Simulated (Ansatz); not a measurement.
# InAs (F-43m), two-dimensional strain map

These are results of DFT PBE, scalar-relativistic, plane waves, PAW in Ansatz, not measurements. The runs took a 420 eV cutoff, a Γ-centred 16×16×16 mesh and Gaussian smearing (0.15 eV). No spin polarisation. Energies are free energies at this smearing, counted from the undisturbed cell; pressure is positive in compression.

The starting cell (relaxed at this level):

```
CELL_PARAMETERS angstrom
0.00000 3.09338 3.09338
3.09338 0.00000 3.09338
3.09338 3.09338 0.00000
ATOMIC_POSITIONS crystal
In 0.00000 0.00000 0.00000
As 0.75000 0.75000 0.75000
```

The cell is strained by p along both x and y and by q along z, fractional coordinates fixed. Points are written (p, q).

Energy above the undisturbed cell in meV/atom (a dash: not computed):

```
 p \ q  -0.030  -0.015  0.000  0.015  0.030
-0.030    40.5    28.1   19.3   14.0   12.2
-0.015    17.8       ?    4.6      ?    4.3
 0.000     6.0     1.5    0.0    1.5    5.8
 0.015     4.0     2.8      ?    8.6   15.5
 0.030    10.8    12.5   16.7      ?   32.5
```

(1) Fill in the withheld energies.

Answers

(1) (-0.015, -0.015): 9.5; (-0.015, 0.015): 2.9; (0.015, 0.000): 4.4; (0.030, 0.015): 23.4.